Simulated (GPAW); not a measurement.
Crystal: ZnSe (Stilleite).

```
Se Zn
1.0
     0.00000    2.83380    2.83380
     2.83380    0.00000    2.83380
     2.83380    2.83380    0.00000
Se Zn
1 1
Cartesian
  4.2507 4.2507 4.2507
  0.0000 0.0000 0.0000
```

Base run:

- Program: GPAW 26.7.0
- Functional: PBEsol
- Potentials or basis: PAW data sets generated in the run's folder for this functional
- Cutoff: 600 eV
- Basis: pw
- k mesh: 8 × 8 × 8
- Occupations: fermi-dirac, width 0.05 eV
- Spin: no spin polarisation

Its results: band gap on the k mesh 1.18 eV, direct; pressure -1.2 GPa.

After a change of settings the same cell gave: band gap on the k mesh 1.04 eV, direct; pressure -1.2 GPa. Which change was it?
A. functional from PBEsol to r2SCAN; potentials or basis from PAW data sets generated in the run's folder for this functional to GPAW PAW data sets (gpaw-data 1.2.1)
B. spin from no spin polarisation to spin-orbit coupling, no magnetisation
C. functional from PBEsol to revPBE; potentials or basis from PAW data sets generated in the run's folder for this functional to the program's PAW data sets (release 1.2.1) made for this functional

B.

Spin-orbit coupling splits the band edges, which narrows the gap.

Caveats: spin-orbit coupling was added after a scalar SCF, so levels and gaps hold it while energy, forces, pressure and moments don't (some runs); this program's spin-orbit splittings come out too wide for heavy elements (some runs).

Not every run made on this cell is shown here.
